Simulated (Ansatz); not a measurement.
Convergence notes, G0W0 on PbI₂ (P-3m1)

PbI₂ (P-3m1) from a database of computed structures, relaxed with r2SCAN+rVV10; one-shot G0W0 in Ansatz without spin-orbit coupling. No spin polarisation and no zero-point or thermal motion.

```cif
data_structure
_symmetry_space_group_name_H-M 'P 1'
_symmetry_Int_Tables_number 1
_cell_length_a 4.5639
_cell_length_b 4.5639
_cell_length_c 7.0467
_cell_angle_alpha 90.000
_cell_angle_beta 90.000
_cell_angle_gamma 120.000
_cell_volume 127.11
loop_
_atom_site_label
_atom_site_type_symbol
_atom_site_fract_x
_atom_site_fract_y
_atom_site_fract_z
_atom_site_occupancy
Pb1 Pb 0.00000 0.00000 0.00000 1
I1 I 0.66667 0.33333 0.73325 1
I2 I 0.33333 0.66667 0.26675 1
```

Gaps are read over the mesh points alone. G0W0 here is at a finite number of bands, screening cutoff and k mesh, not at the basis limit.
```json
{"start": "PBE", "potentials": "PAW", "frequency model": "contour deformation", "mesh": "6×6×4", "empty bands": "379", "screening cutoff (eV)": "120", "Kohn-Sham gap (eV)": "2.23", "G0W0 gap (eV)": "3.16"}
{"start": "PBE", "potentials": "PAW", "frequency model": "contour deformation", "mesh": "6×6×4", "empty bands": "941", "screening cutoff (eV)": "220", "Kohn-Sham gap (eV)": "2.23", "G0W0 gap (eV)": "3.25"}
{"start": "PBE", "potentials": "PAW", "frequency model": "contour deformation", "mesh": "6×6×4", "empty bands": "1730", "screening cutoff (eV)": "300", "Kohn-Sham gap (eV)": "2.23", "G0W0 gap (eV)": "3.27"}
{"start": "HSE06", "potentials": "PAW", "frequency model": "contour deformation", "mesh": "6×6×4", "empty bands": "941", "screening cutoff (eV)": "220", "Kohn-Sham gap (eV)": "2.93", "G0W0 gap (eV)": "3.59"}
{"start": "r2SCAN", "potentials": "PAW", "frequency model": "contour deformation", "mesh": "6×6×4", "empty bands": "941", "screening cutoff (eV)": "220", "Kohn-Sham gap (eV)": "2.63", "G0W0 gap (eV)": "3.48"}
{"start": "PBE0", "potentials": "PAW", "frequency model": "contour deformation", "mesh": "6×6×4", "empty bands": "941", "screening cutoff (eV)": "220", "Kohn-Sham gap (eV)": "3.57", "G0W0 gap (eV)": "3.78"}
{"start": "PBE", "potentials": "PAW", "frequency model": "Godby-Needs pole", "mesh": "6×6×4", "empty bands": "941", "screening cutoff (eV)": "220", "Kohn-Sham gap (eV)": "2.23", "G0W0 gap (eV)": "3.20"}
{"start": "PBE", "potentials": "PAW", "frequency model": "contour deformation", "mesh": "6×6×4", "empty bands": "206", "screening cutoff (eV)": "80", "Kohn-Sham gap (eV)": "2.23", "G0W0 gap (eV)": "3.08"}
{"start": "PBE", "potentials": "norm-conserving", "frequency model": "contour deformation", "mesh": "6×6×4", "empty bands": "941", "screening cutoff (eV)": "220", "Kohn-Sham gap (eV)": "2.23", "G0W0 gap (eV)": "3.12"}
```

The quasiparticle gap on this mesh is 3.27 eV (direct at A), against 2.23 eV from PBE: +1.04 eV. Renormalisation factors Z lie between 0.74 and 0.80.

Raising bands and cutoff together moves the gap by +0.08 eV (80 to 120 eV), then +0.09 eV (120 to 220 eV), then +0.02 eV (220 to 300 eV); the last step is small, which bounds nothing strictly. Starting from HSE06 (2.93 eV against PBE's 2.23 eV) gives 3.59 eV, +0.34 eV from G0W0@PBE at the same screening cutoff. Starting from r2SCAN (2.63 eV against PBE's 2.23 eV) gives 3.48 eV, +0.23 eV from G0W0@PBE at the same screening cutoff. Starting from PBE0 (3.57 eV against PBE's 2.23 eV) gives 3.78 eV, +0.53 eV from G0W0@PBE at the same screening cutoff. The Godby-Needs plasmon pole differs from contour deformation by -0.05 eV. Norm-conserving potentials (wave cutoff 952 eV against 420 eV) shift the quasiparticle gap by -0.13 eV and the PBE gap by 0.00 eV. r2SCAN runs take a wave cutoff of 500 eV.
